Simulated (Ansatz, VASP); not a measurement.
**TiN: VASP beside Ansatz**

```
CELL_PARAMETERS angstrom
0.00000 2.12200 2.12200
2.12200 0.00000 2.12200
2.12200 2.12200 0.00000
ATOMIC_POSITIONS crystal
Ti 0.00000 0.00000 0.00000
N 0.50000 0.50000 0.50000
```

Alike in both runs: task electric field gradients; functional PBE; k mesh 10 × 10 × 10; occupations fermi-dirac, width 0.05 eV; no spin polarisation.

|  | VASP | Ansatz |
| --- | --- | --- |
| version | VASP 6.6.1 | Ansatz 0.2.0 |
| potentials or method | VASP PAW PBE potentials, release 64 (Ti_sv, N) | PAW with Ansatz's default frozen-core files, scalar-relativistic |
| plane-wave cutoff (eV) | 520 | 420 |
| valence electrons in the cell | 17 | 17 |

|  | VASP | Ansatz | Ansatz less VASP |
| --- | --- | --- | --- |
| pressure (GPa) | 1.0 | 0.5 | -0.47 |
| Vzz of the field gradient on the site that differs most (V/Å²) | 0.0 | 0.0 | 0.00 |
